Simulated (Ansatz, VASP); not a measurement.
Two plane-wave programs on BN

```
B N
1.0
     0.00000    4.21806    2.17544
     1.25613    0.00000    2.17544
     1.25613    4.21806    0.00000
B N
1 1
Direct
  0.00003 0.00003 0.99997
  0.66667 0.66667 0.33333
```

Alike in both runs: functional PBE; k mesh 12 × 12 × 12; occupations gaussian, width 0.02 eV; no spin polarisation.

Ansatz relaxed the structure, and its values are those at the end. VASP's run is a single point on that final structure, the one shown.

```csv
,VASP,Ansatz
version,VASP 6.6.1,Ansatz 0.2.0
potentials or method,"VASP PAW PBE potentials, release 64 (B, N)","scalar-relativistic, plane waves, PAW"
plane-wave cutoff (eV),520,420
valence electrons in the cell,8,8
```

Ansatz gave:

| Property | Result |
| --- | --- |
| gap on the k mesh at the Fermi level (eV) | 4.34 |
| least direct gap on the mesh (eV) | 4.60 |
| pressure (GPa) | 0.0 |

Question: Estimate VASP's values.

Answer: gap on the k mesh at the Fermi level (eV): 4.34; least direct gap on the mesh (eV): 4.60; pressure (GPa): 0.1.

With one functional, cell and mesh, what is left measures potentials, basis and numerics.

A k mesh can miss the band edges.
